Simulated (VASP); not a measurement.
Set up this calculation in VASP 6.6.1, as the native input.

| Item | Value |
| --- | --- |
| Task | relaxation of the atoms |
| Functional | PBEsol |
| Potentials or basis | VASP PAW PBE potentials, release 64 (Al, Co) |
| Cutoff | 600 eV |
| k mesh | 14 × 14 × 14 |
| Occupations | methfessel-paxton, width 0.1 eV |
| Spin | no spin polarisation |
| Further INCAR settings | ALGO = Normal; EDIFF = 1e-07; IBRION = 2; EDIFFG = -0.01; NSW = 40 |

The structure of AlCo lies in POSCAR:

```
AlCo                                    
1.0
    2.7649579762      0.0000000000      0.0000000000
    0.0000000000      2.7649579762      0.0000000000
    0.0000000000      0.0000000000      2.7649579762
  Al              Co            
     1     1
Direct
     0.0000000000000000    0.0000000000000000    0.0000000000000000
     0.5000000000000000    0.5000000000000000    0.5000000000000000
```

The cell is a database's computed one.

The cell isn't the ideal one: a relaxed cell with its volume scaled by 0.94.

These files were run (other wordings do the same):

INCAR

```
SYSTEM = AlCo
  PREC = Accurate
  ENCUT = 600
  EDIFF = 1E-7
  ISMEAR = 1
  SIGMA = 0.1
  LREAL = .FALSE.
  LASPH = .TRUE.
  NELM = 80
  ALGO = Normal
  ISIF = 2
  LWAVE = .FALSE.
  LCHARG = .FALSE.
  GGA = PS
  IBRION = 2
  NSW = 40
  EDIFFG = -0.01
```

KPOINTS

```
regular mesh
0
G
  14 14 14
  0 0 0
```

Potentials or basis: VASP PAW PBE potentials, release 64 (Al, Co).

Command:

```console
$ cat potpaw_PBE.64/Al/POTCAR potpaw_PBE.64/Co/POTCAR > POTCAR
$ mpirun -np 1 vasp_std > vasp.out
```

It gave:

```yaml
Pressure_after_relaxing: 13.7 GPa
Band_gap_on_the_k_mesh: none (metal or under the smearing width)
```

Caveat: the relaxation stopped at its first step, so nothing moved; the PAW data sets were made with another functional, which shifts forces and pressure a little.

Run time: 10 s on 1 thread of Intel(R) Xeon(R) Platinum 8375C CPU @ 2.90GHz (Ice Lake), on a shared host, peak memory 0.16 GiB.
